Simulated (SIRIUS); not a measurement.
CaF2 (Fluorite) under changes of volume

One of the cells (13.579 Å³/atom); the others are scaled copies at fixed shape and fractional positions:

```
Ca F
1.0
     0.00000    2.73100    2.73100
     2.73100    0.00000    2.73100
     2.73100    2.73100    0.00000
Ca F
1 2
Cartesian
  0.0000 0.0000 0.0000
  4.0965 4.0965 4.0965
  1.3655 1.3655 1.3655
```

* Program: SIRIUS 7.12.0
* Functional: PBEsol
* Potentials or basis: all-electron FP-LAPW
* Cutoff: 273 eV
* Basis: apw+lo standard
* k mesh: 8 × 8 × 8
* Occupations: fermi-dirac, width 0.05 eV
* Spin: no spin polarisation

```csv
volume (Å³/atom),energy over the lowest point (meV/atom),gap on the mesh (eV)
12.764,5.39,7.48
13.036,1.18,7.35
13.308,0.00,7.23
13.579,?,?
13.851,6.84,7.00
14.122,13.84,6.89
14.394,22.89,6.79
```

Task: What does the run at 13.579 Å³/atom give?

Result: Energy over the lowest point 2.22 meV/atom; gap on the mesh 7.12 eV.

Worked out: A Birch-Murnaghan fit of order 3 (a polynomial in V^(-2/3)) to the other rows has its minimum at 13.25 Å³/atom with B0 = V·E''(V) = 88 GPa and B' = 5.0. It gives 2.13 meV/atom at 13.579 Å³/atom, against the run's 2.22. A straight line through the other rows of the gap, of slope -5.75 eV per unit of ln V, gives 7.12 eV, against the run's 7.12.

Energies are extrapolated to zero smearing.

A mesh can miss the band edges.
